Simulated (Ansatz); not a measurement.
# GaN (F-43m) in Ansatz: a series of runs, part 2 of 2

Ansatz 0.2.0. Earlier steps stand in the parts before.

**3. Single point, B3LYP, 10.76 Å³/atom (volume scaled by 0.94)**

Contents of input.yaml:

```yaml
crystal:
  lattice:
    - [0.0, 2.2074978911, 2.2074978911]
    - [2.2074978911, 0.0, 2.2074978911]
    - [2.2074978911, 2.2074978911, 0.0]
  atoms:
    - { symbol: Ga, position: [0.0, 0.0, 0.0] }
    - { symbol: "N", position: [0.25, 0.25, 0.25] }
hamiltonian:
  xc: b3lyp
  pseudopotentials: { kind: paw }
kpoints:
  mp_grid: { grid: [5, 5, 5] }
scf:
  occupations: { method: fermi_dirac, width: 0.05 }
output:
  forces: true
  stress: true
  eigenvalues: true
```

Potentials or basis: Ansatz PAW.

The run is started by

```sh
ansatz run input.yaml --threads 2 --pin off --max-ram 5632MiB --backend cpu --events-out ev --progress --plain --runs-dir out
```

Output:

```text
Warning: output.stress: scf.convergence.dr2_threshold = 1e-7 eV (the SCF's general default) is looser than the 2e-10 eV advised for a printed stress (1e-10 eV for each atom of the cell: 2). What an SCF threshold leaves in a stress goes as its square root, and in the free energy as the threshold itself, and one threshold admits the most on a small cell: of the crystals measured, under no hybrid functional and no lock of the moments, on runs that ended without the residual-converged pass, on stresses that held no estimate of that error, the worst erred by over 100 MPa in a component at 1e-7 eV an atom and by under 5 at 1e-10. Set scf.convergence.dr2_threshold to 2e-10 eV or tighter. The threshold is an SCF's pass mark: one that does not reach it within its budget of iterations ends unconverged, or closes short of it on a stop that the run arms, and scf.convergence.dr2_threshold's page says what that costs each kind of run
Warning: output.stress: scf.exx.energy_threshold = 1e-6 eV is looser than the 2e-8 eV advised for a stress under a hybrid functional (1e-8 eV for each atom of the cell: 2). Every SCF of the exchange loop can meet its threshold on dr2 while the loop round them stops early: no threshold on dr2 bounds what that leaves in the stress. Set scf.exx.energy_threshold to 2e-8 eV or tighter. The threshold is the loop's pass mark: a loop that does not reach it within its budget of cycles ends unconverged, and scf.exx.energy_threshold's page has the law
Warning: RAYON_NUM_THREADS=2 ignored (pool sized by the plan → 2); use --threads N
Engine: ansatz 0.2.0, aarch64-unknown-linux-gnu
Pseudopotentials: kind: paw
Pseudopotential: Ga, paw, valence charge 13, recommended cutoff 420 eV (normal), Ga.paw.azcp
Pseudopotential: N, paw, valence charge 5, recommended cutoff 420 eV (normal), N.paw.azcp
Functional definition: B3LYP
  parameter a0 = 0.2
  parameter ax = 0.72
  parameter ac = 0.81
  exchange = (1 - a0 - ax)*slater_x + ax*b88_x + a0*exact_x
  correlation = (1 - ac)*vwn_rpa_c + ac*lyp_c
Crystal: 2 atoms, lattice volume = 21.514 Å³
Basis set: ecut = 420 eV, 411 PW (Γ), exchange–correlation on 48×48×48 points (8 copies of the dense FFT grid, shifted against one another)
Bands: 13, of which v1, the nominal top of the filled ones, is band 9 counted from 1 (8 counted from 0)
Symmetry: 24 space group operations
Space group: F-43m (ITA 216), of the structure as read, at distance tolerance 2.8e-5 Å
k-points: 10 of 125 (time reversal used)
Non-local potential: Ga, projectors of the file, l = 0: 2, l = 1: 2, l = 2: 3, l = 3: 1
Non-local potential: N, projectors of the file, l = 0: 2, l = 1: 2, l = 2: 1
PAW form: soft (Blöchl's): semilocal exchange-correlation on the pseudo side does not see the compensation charge
PAW frozen core: Ga, regenerated for the run's functional, and the local potential with it (the file was generated under x = pbe(κ = 0.804, μ = 0.2195149727645171), c = pbe(β = 0.06672455060314922))
PAW frozen core: N, regenerated for the run's functional, and the local potential with it (the file was generated under x = pbe(κ = 0.804, μ = 0.2195149727645171), c = pbe(β = 0.06672455060314922))
PAW one-centre angular grid: Ga, 590 points (default); XC on 64 Gauss nodes
PAW one-centre angular grid: N, 110 points (default); XC on 64 Gauss nodes
Initial density: superposition of atomic densities (neutral atoms: chi_scale 0, normalization atom), corrected by the library's trained network
Initial wavefunctions: pseudopotential atomic-orbital guess
Functional: x = 0.1 slater + 0.9 b88, c = 0.19 vwn_rpa + 0.81 lyp, warm-up for x = 0.08 slater + 0.72 b88 + 0.2 exact, c = 0.19 vwn_rpa + 0.81 lyp
SCF iter   1: F=—  HF=-4177.003825 eV  |F-HF|=—  |Δ(HF+E_count)|=         —  Δρ=1.77e-2  dr2=5.80e-2  ethr=1.77e-3  ⟨swp⟩=5.2  Hψ=558  notcnv=0
preconditioner: auto → none  [insulator: Δε(μ)=2.347 eV  Ē_g=19.418 eV  σ=0.050 eV  W_gap=1.00  n_scr=8 (ndim 8)  ℏωp=34.0 eV  f_vac=0.000  D(μ)=0.00/eV (n_scr^D=0)]
iter 2 solved again at ethr=3.16e-5 eV; its pass at ethr=3.22e-4 eV (dr2=5.69e-3 eV) is discarded
SCF iter   2: F=—  HF=-4176.987952 eV  |F-HF|=—  |Δ(HF+E_count)|=   1.59e-2  Δρ=5.21e-3  dr2=5.64e-3  ethr=3.16e-5  ⟨swp⟩=2.2  Hψ=519  notcnv=0
SCF iter   3: F=-4176.986457 eV  HF=-4176.986440 eV  |F-HF|=1.71e-5  |Δ(HF+E_count)|=   1.51e-3  Δρ=4.64e-4  dr2=2.24e-5  ethr=3.13e-5  ⟨swp⟩=3.1  Hψ=298  notcnv=0
SCF 1 stopped early in 3 iterations: F = -4176.986457 eV  dr2 = 2.24e-5
Initial density: handed on by an earlier stage of this run
Initial wavefunctions: those handed on with the density
Functional: x = 0.08 slater + 0.72 b88 + 0.2 exact, c = 0.19 vwn_rpa + 0.81 lyp
Frozen-core exchange: fock
SCF iter   1: F=—  HF=-4178.103449 eV  |F-HF|=—  |Δ(HF+E_count)|=         —  Δρ=1.41e-2  dr2=1.75e-2  ethr=1.25e-6  ⟨swp⟩=5.1  Hψ=629  notcnv=0
preconditioner: auto → none  [insulator: Δε(μ)=3.852 eV  Ē_g=22.636 eV  σ=0.050 eV  W_gap=1.00  n_scr=8 (ndim 8)  ℏωp=34.0 eV  f_vac=0.002  D(μ)=0.00/eV (n_scr^D=0)]
SCF iter   2: F=—  HF=-4178.095727 eV  |F-HF|=—  |Δ(HF+E_count)|=   7.72e-3  Δρ=3.61e-3  dr2=2.00e-3  ethr=1.25e-6  ⟨swp⟩=4.0  Hψ=441  notcnv=0
SCF iter   3: F=—  HF=-4178.100594 eV  |F-HF|=—  |Δ(HF+E_count)|=   4.87e-3  Δρ=3.57e-3  dr2=1.07e-3  ethr=1.25e-6  ⟨swp⟩=4.0  Hψ=428  notcnv=0
SCF iter   4: F=—  HF=-4178.100437 eV  |F-HF|=—  |Δ(HF+E_count)|=   1.57e-4  Δρ=1.26e-3  dr2=1.14e-4  ethr=1.25e-6  ⟨swp⟩=3.0  Hψ=284  notcnv=0
SCF iter   5: F=—  HF=-4178.100519 eV  |F-HF|=—  |Δ(HF+E_count)|=   8.16e-5  Δρ=2.34e-4  dr2=6.25e-6  ethr=5.99e-7  ⟨swp⟩=2.3  Hψ=223  notcnv=0
SCF iter   6: F=-4178.100516 eV  HF=-4178.100516 eV  |F-HF|=7.25e-8  |Δ(HF+E_count)|=   2.76e-6  Δρ=2.89e-5  dr2=9.40e-7  ethr=2.98e-8  ⟨swp⟩=4.0  Hψ=361  notcnv=0
SCF 2 stopped early in 6 iterations: F = -4178.100516 eV  dr2 = 9.40e-7
hybrid outer 1: dexx = +5.503e-3 eV, tail = 1.25e-5 eV
Frozen-core exchange: fock
SCF iter   1: F=—  HF=-4178.100392 eV  |F-HF|=—  |Δ(HF+E_count)|=         —  Δρ=2.84e-5  dr2=1.06e-7  ethr=3.48e-7  ⟨swp⟩=3.5  Hψ=302  notcnv=0
preconditioner: auto → none  [insulator: Δε(μ)=3.876 eV  Ē_g=22.504 eV  σ=0.050 eV  W_gap=1.00  n_scr=8 (ndim 8)  ℏωp=34.0 eV  f_vac=0.002  D(μ)=0.00/eV (n_scr^D=0)]
SCF iter   2: F=—  HF=-4178.100392 eV  |F-HF|=—  |Δ(HF+E_count)|=   4.16e-7  Δρ=9.74e-6  dr2=1.63e-8  ethr=4.67e-10  ⟨swp⟩=4.1  Hψ=406  notcnv=0
SCF iter   3: F=-4178.100392 eV  HF=-4178.100392 eV  |F-HF|=1.12e-9  |Δ(HF+E_count)|=   3.57e-9  Δρ=3.70e-6  dr2=1.41e-9  ethr=6.59e-11  ⟨swp⟩=3.1  Hψ=298  notcnv=0
SCF 3 converged in 3 iterations: F = -4178.100392 eV  dr2 = 1.41e-9
  Residual-converged pass: ⟨swp⟩=2.7  Hψ=231  notcnv=0  max |occ|·‖R‖ = 2.1e-6 eV (tolerance 2.4e-6 eV)  dr2=1.42e-9  dr2_onsite=2.29e-10  max |Δocc| = 3.8e-28
hybrid outer 2: dexx = +1.447e-7 eV, tail = 7.48e-9 eV, Δε = 1.81e-3 eV (about 5.41e-5 eV left of the loop's levels)
hybrid SCF converged: 2 outer / 9 inner (+3 warm-up), last move |dexx| = 1.45e-7 eV, tail = 7.48e-9 eV
Stability not checked: this state was not tested for a lower state beside it, because the functional holds exact exchange (a hybrid, or Hartree-Fock), whose exchange loop this test does not read (fock_operator; see scf.lower_state_search)
Free energy (F): -4178.100392 eV
Frozen-core exchange: fock
Harris-Foulkes:  -4178.100392 eV  (|F-HF|=1.12e-9)
Internal energy: -4178.100392 eV  (E = F + TS)
E sigma→0 (E₀):  -4178.100392 eV
Fermi energy:    11.776718 eV
--- Per-component energies (eV) ---
  E_band       = -27.148323
  E_kinetic    = 250.649552
  E_local      = -1904.706241  (includes V_loc(G=0)·N_el)
  E_nonlocal   = 473.100623
  E_hartree    = 885.665447
  E_xc         = -105.692443
  E_vxc        = -109.369003  (∫ρ·V_xc dr)
  E_exx        = -55.826751  (= α·E_x^exact, valence–valence)
  E_paw        = -2100.935945  (= ΣΔE_a)
  E_vpaw       = -396.500456  (= ΣTr[D̂ρ^β])
  E_aug_tail   = 0.000008  (compensation charges beyond the density's cutoff)
  E_ewald      = -1620.515991
  E_core_change = 0.161349  (= ΣΔE_core)
  E_smearing   = -0.000000  (= −TS)
  E_closure    = 0.000000  (closes the sum)
  Σ components = -4178.100392   (vs F -4178.100392, Δ=9.09e-13)
--- Forces (eV/Å), atoms counted from 1 ---
  atom   1  Ga     0.00000000    -0.00000000     0.00000000
  atom   2  N     -0.00000000    -0.00000000     0.00000000
  max |Σ_I F_I| component: 3.24e-17 eV/Å
--- Stress (GPa, compression-positive) ---
       18.050669      -0.000000      -0.000000
        0.000000      18.050669       0.000000
       -0.000000       0.000000      18.050669
  P = ⅓ Tr σ = 18.0507 GPa (180.507 kbar)
--- Band table (eV; the first three rows and the last of 10) ---
  k-point 0: bands = ["-7.8107", "-5.6608", "-5.6608", "-5.6608", "-5.2914", "-5.2914", "9.8112", "9.8112", "9.8112", "13.6872", "22.4672", "22.4672", "22.4672"]
  k-point 1: bands = ["-7.4347", "-5.6104", "-5.6104", "-5.3696", "-5.2923", "-5.2923", "6.7203", "9.3907", "9.3907", "15.6480", "21.2166", "22.9445", "22.9445"]
  k-point 2: bands = ["-7.0894", "-5.5632", "-5.5632", "-5.2559", "-5.2559", "-4.0425", "2.7748", "8.7972", "8.7972", "16.6806", "20.9470", "22.5914", "22.5914"]
  k-point 9: bands = ["-6.9526", "-5.4979", "-5.4623", "-5.3283", "-5.2633", "-3.0842", "3.5369", "5.6304", "6.8690", "17.9458", "20.3468", "21.8676", "24.6052"]
```

Run time: 7.3 s. Hardware: 2 threads of Arm Neoverse V1, shared host; peak memory 0.56 GiB.

Results:

```
Free energy            : -4178.1004 eV
Pressure               : 18.1 GPa
Band gap on the k mesh : 3.88 eV, direct
```

Caveat: the k mesh is coarse (spacing up to 0.49 Å⁻¹), so the values aren't converged, least of all with exact exchange; odd divisions of the mesh miss points on the zone boundary, where band edges often lie, so the gap on the mesh can be too wide; the pressure holds a Pulay correction of +0.6 GPa for the finite cutoff; the PAW data sets come from PBE, with cores solved anew for the run's functional, which leaves a small shift of forces and pressure; the thresholds are loose for stress.

**4. Single point, B3LYP, 10.99 Å³/atom (volume scaled by 0.96)**

Edit input.yaml of step 3 so:

```diff
@@ -2,5 +2,5 @@
   lattice:
-    - [0.0, 2.2074978911, 2.2074978911]
-    - [2.2074978911, 0.0, 2.2074978911]
-    - [2.2074978911, 2.2074978911, 0.0]
+    - [0.0, 2.2230441631, 2.2230441631]
+    - [2.2230441631, 0.0, 2.2230441631]
+    - [2.2230441631, 2.2230441631, 0.0]
   atoms:
```

The run is started by

```sh
ansatz run input.yaml --threads 2 --pin off --max-ram 5632MiB --backend cpu --events-out ev --progress --plain --runs-dir out
```

Wall time 7.6 s (2 threads of Arm Neoverse V1, shared host); peak memory 0.6 GiB.

The run converged. Its results:

```
Free energy            : -4178.1450 eV
Pressure               : 12.8 GPa
Band gap on the k mesh : 3.71 eV, direct
```

Caveat: the k mesh is coarse (spacing up to 0.49 Å⁻¹), so the values aren't converged, least of all with exact exchange; odd divisions of the mesh miss points on the zone boundary, where band edges often lie, so the gap on the mesh can be too wide; the pressure holds a Pulay correction of +0.6 GPa for the finite cutoff; the PAW data sets come from PBE, with cores solved anew for the run's functional, which leaves a small shift of forces and pressure; the thresholds are loose for stress.

**5. Single point, B3LYP, 11.21 Å³/atom (volume scaled by 0.98)**

Edit input.yaml of step 4 so:

```diff
@@ -2,5 +2,5 @@
   lattice:
-    - [0.0, 2.2230441631, 2.2230441631]
-    - [2.2230441631, 0.0, 2.2230441631]
-    - [2.2230441631, 2.2230441631, 0.0]
+    - [0.0, 2.2383759866, 2.2383759866]
+    - [2.2383759866, 0.0, 2.2383759866]
+    - [2.2383759866, 2.2383759866, 0.0]
   atoms:
@@ -19 +19,5 @@
   eigenvalues: true
+  write_density: true
+  write_potential: true
+  elf: true
+  volumetric_format: npy
```

The run is started by

```sh
ansatz run input.yaml --threads 2 --pin off --max-ram 5632MiB --backend cpu --events-out ev --progress --plain --runs-dir out
```

Run time: 7.5 s. Hardware: 2 threads of Arm Neoverse V1, shared host; peak memory 0.6 GiB.

Results (log left out):

```
Free energy            : -4178.1745 eV
Pressure               : 8.2 GPa
Band gap on the k mesh : 3.56 eV, direct
```

Caveat: the k mesh is coarse (spacing up to 0.49 Å⁻¹), so the values aren't converged, least of all with exact exchange; odd divisions of the mesh miss points on the zone boundary, where band edges often lie, so the gap on the mesh can be too wide; the pressure holds a Pulay correction of +0.6 GPa for the finite cutoff; the PAW data sets come from PBE, with cores solved anew for the run's functional, which leaves a small shift of forces and pressure; the thresholds are loose for stress.

**6. Single point, B3LYP, 11.44 Å³/atom**

Contents of input.yaml:

```yaml
crystal:
  lattice:
    - [0.0, 2.2535006075, 2.2535006075]
    - [2.2535006075, 0.0, 2.2535006075]
    - [2.2535006075, 2.2535006075, 0.0]
  atoms:
    - { symbol: Ga, position: [0.0, 0.0, 0.0] }
    - { symbol: "N", position: [0.25, 0.25, 0.25] }
hamiltonian:
  xc: b3lyp
  pseudopotentials: { kind: paw }
kpoints:
  mp_grid: { grid: [5, 5, 5] }
scf:
  occupations: { method: fermi_dirac, width: 0.05 }
output:
  forces: true
  stress: true
  eigenvalues: true
```

Potentials or basis: Ansatz PAW.

The run is started by

```sh
ansatz run input.yaml --threads 2 --pin off --max-ram 5632MiB --backend cpu --events-out ev --progress --plain --runs-dir out
```

Run time: 7.6 s. Hardware: 2 threads of Arm Neoverse V1, shared host; peak memory 0.6 GiB.

The run converged. Its results:

```
Free energy            : -4178.1918 eV
Pressure               : 4.0 GPa
Band gap on the k mesh : 3.40 eV, direct
```

Caveat: the k mesh is coarse (spacing up to 0.48 Å⁻¹), so the values aren't converged, least of all with exact exchange; odd divisions of the mesh miss points on the zone boundary, where band edges often lie, so the gap on the mesh can be too wide; the pressure holds a Pulay correction of +0.6 GPa for the finite cutoff; the PAW data sets come from PBE, with cores solved anew for the run's functional, which leaves a small shift of forces and pressure; the thresholds are loose for stress.

**7. Single point, B3LYP, 11.67 Å³/atom (volume scaled by 1.02)**

Edit input.yaml of step 6 so:

```diff
@@ -2,5 +2,5 @@
   lattice:
-    - [0.0, 2.2535006075, 2.2535006075]
-    - [2.2535006075, 0.0, 2.2535006075]
-    - [2.2535006075, 2.2535006075, 0.0]
+    - [0.0, 2.2684248875, 2.2684248875]
+    - [2.2684248875, 0.0, 2.2684248875]
+    - [2.2684248875, 2.2684248875, 0.0]
   atoms:
```

The run is started by

```sh
ansatz run input.yaml --threads 2 --pin off --max-ram 5632MiB --backend cpu --events-out ev --progress --plain --runs-dir out
```

Run time: 7.7 s. Hardware: 2 threads of Arm Neoverse V1, shared host; peak memory 0.6 GiB.

The run converged. Its results:

```
Free energy            : -4178.1976 eV
Pressure               : 0.2 GPa
Band gap on the k mesh : 3.25 eV, direct
```

Caveat: the k mesh is coarse (spacing up to 0.48 Å⁻¹), so the values aren't converged, least of all with exact exchange; odd divisions of the mesh miss points on the zone boundary, where band edges often lie, so the gap on the mesh can be too wide; the pressure holds a Pulay correction of +0.6 GPa for the finite cutoff; the PAW data sets come from PBE, with cores solved anew for the run's functional, which leaves a small shift of forces and pressure; the thresholds are loose for stress.

**8. Single point, B3LYP, 11.90 Å³/atom (volume scaled by 1.04)**

Edit input.yaml of step 7 so:

```diff
@@ -2,5 +2,5 @@
   lattice:
-    - [0.0, 2.2684248875, 2.2684248875]
-    - [2.2684248875, 0.0, 2.2684248875]
-    - [2.2684248875, 2.2684248875, 0.0]
+    - [0.0, 2.283155332, 2.283155332]
+    - [2.283155332, 0.0, 2.283155332]
+    - [2.283155332, 2.283155332, 0.0]
   atoms:
@@ -19 +19,5 @@
   eigenvalues: true
+  write_density: true
+  write_potential: true
+  elf: true
+  volumetric_format: npy
```

The run is started by

```sh
ansatz run input.yaml --threads 2 --pin off --max-ram 5632MiB --backend cpu --events-out ev --progress --plain --runs-dir out
```

It took 7.8 s on 2 threads of Arm Neoverse V1, shared host; peak memory 0.61 GiB.

Results (log left out):

- Free energy: -4178.1930 eV
- Pressure: -3.3 GPa
- Band gap on the k mesh: 3.10 eV, direct

Caveat: the k mesh is coarse (spacing up to 0.48 Å⁻¹), so the values aren't converged, least of all with exact exchange; odd divisions of the mesh miss points on the zone boundary, where band edges often lie, so the gap on the mesh can be too wide; the pressure holds a Pulay correction of +0.5 GPa for the finite cutoff; the PAW data sets come from PBE, with cores solved anew for the run's functional, which leaves a small shift of forces and pressure; the thresholds are loose for stress.

**9. Single point, B3LYP, 12.13 Å³/atom (volume scaled by 1.06)**

Contents of input.yaml:

```yaml
crystal:
  lattice:
    - [0.0, 2.2976981147, 2.2976981147]
    - [2.2976981147, 0.0, 2.2976981147]
    - [2.2976981147, 2.2976981147, 0.0]
  atoms:
    - { symbol: Ga, position: [0.0, 0.0, 0.0] }
    - { symbol: "N", position: [0.25, 0.25, 0.25] }
hamiltonian:
  xc: b3lyp
  pseudopotentials: { kind: paw }
kpoints:
  mp_grid: { grid: [5, 5, 5] }
scf:
  occupations: { method: fermi_dirac, width: 0.05 }
output:
  forces: true
  stress: true
  eigenvalues: true
```

Potentials or basis: Ansatz PAW.

The run is started by

```sh
ansatz run input.yaml --threads 2 --pin off --max-ram 5632MiB --backend cpu --events-out ev --progress --plain --runs-dir out
```

It took 7.8 s on 2 threads of Arm Neoverse V1, shared host; peak memory 0.61 GiB.

It converged, with:

| Item | Value |
| --- | --- |
| Free energy | -4178.1787 eV |
| Pressure | -6.4 GPa |
| Band gap on the k mesh | 2.95 eV, direct |

Caveat: the k mesh is coarse (spacing up to 0.47 Å⁻¹), so the values aren't converged, least of all with exact exchange; odd divisions of the mesh miss points on the zone boundary, where band edges often lie, so the gap on the mesh can be too wide; the pressure holds a Pulay correction of +0.6 GPa for the finite cutoff; the PAW data sets come from PBE, with cores solved anew for the run's functional, which leaves a small shift of forces and pressure; the thresholds are loose for stress.

**10. Equation of state, B3LYP**

Potentials or basis: Ansatz PAW.

No new run: the results of the series are fitted here.

What came out:

```yaml
Equilibrium_volume: 11.68 Å³/atom
Bulk_modulus: 185 GPa
Pressure_derivative_of_the_bulk_modulus: "4.3 (rough: it moves with the points fitted)"
```

Energy against volume, from the lowest point:
```csv
volume (Å³/atom),energy (meV/atom)
10.757,48.58
10.986,26.29
11.215,11.50
11.444,2.88
11.673,0.00
11.902,2.26
12.131,9.43
```

Caveat: the k mesh is coarse (spacing up to 0.48 Å⁻¹), so the values aren't converged, least of all with exact exchange; the potentials were made for another functional, which shifts forces and pressure.

**11. How close it comes**

Step 2. Against the measured gap of GaN, 3.299 eV (direct; 0 K; a printed reference work, textbook), the calculated 3.38 eV is off by +0.08 eV. Spin-orbit coupling on Ga is left out. The value is that of B3LYP, without temperature or zero-point motion. The cell is a database's relaxed one, not the measured one, which moves gaps too.
